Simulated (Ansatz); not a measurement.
Wanted: the native input for an Ansatz 0.2.0 run.

```
Task                : single point
Functional          : PBE
Potentials or basis : Ansatz PAW
Cutoff              : 420 eV (not typed: the program's choice for these potentials)
k mesh              : 5 × 5 × 5
Occupations         : fermi-dirac, width 0.05 eV
Spin                : no spin polarisation
```

Crystal: ZrO2.

```
Zr O
1.0
     5.14870    0.00000    0.00000
     0.00000    5.20230    0.00000
    -0.84776    0.00000    5.25516
Zr O
4 8
Direct
  0.27209 0.46094 0.70766
  0.72466 0.95978 0.78699
  0.73566 0.54447 0.29032
  0.27946 0.03798 0.20890
  0.06237 0.15917 0.84232
  0.92925 0.66522 0.65365
  0.92736 0.84025 0.15603
  0.06389 0.32970 0.34891
  0.45815 0.75296 0.98770
  0.55011 0.24035 0.51975
  0.54967 0.25014 0.02449
  0.45197 0.75389 0.48110
```

The cell isn't the ideal one: atoms moved at random, drawn with an rms of 0.05 Å.

These files were run (other wordings do the same):

input.yaml

```yaml
crystal:
  lattice:
    - [5.1487, 0.0, 0.0]
    - [0.0, 5.2023, 0.0]
    - [-0.8477618041, 0.0, 5.2551587544]
  atoms:
    - { symbol: Zr, position: [0.272091, 0.460938, 0.707658] }
    - { symbol: Zr, position: [0.72466, 0.959783, 0.78699] }
    - { symbol: Zr, position: [0.735656, 0.544467, 0.290323] }
    - { symbol: Zr, position: [0.27946, 0.037982, 0.208901] }
    - { symbol: O, position: [0.062369, 0.159168, 0.842315] }
    - { symbol: O, position: [0.929253, 0.665222, 0.653647] }
    - { symbol: O, position: [0.927359, 0.840247, 0.156031] }
    - { symbol: O, position: [0.063891, 0.329695, 0.348905] }
    - { symbol: O, position: [0.458145, 0.752961, 0.987701] }
    - { symbol: O, position: [0.550112, 0.240346, 0.519745] }
    - { symbol: O, position: [0.549669, 0.25014, 0.024494] }
    - { symbol: O, position: [0.451973, 0.753888, 0.481097] }
hamiltonian:
  xc: pbe
  pseudopotentials: { kind: paw }
kpoints:
  mp_grid: { grid: [5, 5, 5] }
scf:
  occupations: { method: fermi_dirac, width: 0.05 }
output:
  forces: true
  stress: true
  eigenvalues: true
```

Potentials or basis: Ansatz PAW.

Run with:

```console
$ ansatz run input.yaml --threads 4 --pin off --max-ram 11264MiB --backend cpu --events-out ev --progress --plain --runs-dir out
```

It gave:

```json
{
 "Pressure": "5.9 GPa",
 "Largest force": "1.340 eV/Å",
 "Band gap on the k mesh": "3.83 eV, indirect (least direct gap 3.87 eV)"
}
```

Caveat: odd divisions of the mesh miss points on the zone boundary, where band edges often lie, so the gap on the mesh can be too wide; the pressure holds a Pulay correction of +0.7 GPa for the finite cutoff.

Run time: 12 s on 4 threads of Arm Neoverse V2, on a shared host, peak memory 0.67 GiB.
